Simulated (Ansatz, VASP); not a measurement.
## Tl in VASP and in Ansatz

The input INCAR:

```
  PREC = Accurate
  ENCUT = 520
  EDIFF = 1E-7
  ISMEAR = -1
  SIGMA = 0.05
  LREAL = False
  LASPH = True
  NELM = 60
  ALGO = Normal
  ISIF = 2
  LWAVE = False
  LCHARG = False
  GGA = PE
  NBANDS = 20
```

The input KPOINTS:

```
regular mesh
0
Gamma
  9 9 5
```

File POSCAR:

```
Tl
1.0
    3.4560000000      0.0000000000      0.0000000000
   -1.7280000000      2.9929837955      0.0000000000
    0.0000000000      0.0000000000      5.5250000000
Tl
2
Direct
    0.6666666667      0.3333333333      0.7500000000
    0.3333333333      0.6666666667      0.2500000000
```

input.yaml

```yaml
crystal:
  lattice:
    - [3.456, 0.0, 0.0]
    - [-1.728, 2.9929837955, 0.0]
    - [0.0, 0.0, 5.525]
  atoms:
    - { symbol: Tl, position: [0.6666666667, 0.3333333333, 0.75] }
    - { symbol: Tl, position: [0.3333333333, 0.6666666667, 0.25] }
hamiltonian:
  xc: pbe
  pseudopotentials: { kind: paw }
kpoints:
  mp_grid: { grid: [9, 9, 5] }
scf:
  occupations: { method: fermi_dirac, width: 0.05 }
output:
  forces: true
  stress: true
  eigenvalues: true
  write_density: true
  write_potential: true
  elf: true
  volumetric_format: npy
```

Alike in both runs: task single point; functional PBE; k mesh 9 × 9 × 5; occupations fermi-dirac, width 0.05 eV; no spin polarisation.

|  | VASP | Ansatz |
| --- | --- | --- |
| version | VASP 6.6.1 | Ansatz 0.2.0 |
| potentials or method | VASP PAW PBE potentials, release 64 (Tl_d) | Ansatz PAW |
| plane-wave cutoff (eV) | 520 | 420 |
| valence electrons in the cell | 26 | 26 |

|  | VASP | Ansatz | Ansatz less VASP |
| --- | --- | --- | --- |
| gap on the k mesh at the Fermi level (eV) | none | none | - |
| pressure (GPa) | 3.4 | 3.4 | +0.06 |
| largest component of the traceless stress (GPa) | 0.91 | 0.91 | +0.005 |

A gap of «none» marks a metal or a gap that the smearing closes. With one functional, cell and mesh, what is left measures potentials, basis and numerics.

Spin-orbit coupling is left out, which matters for the levels of Tl.
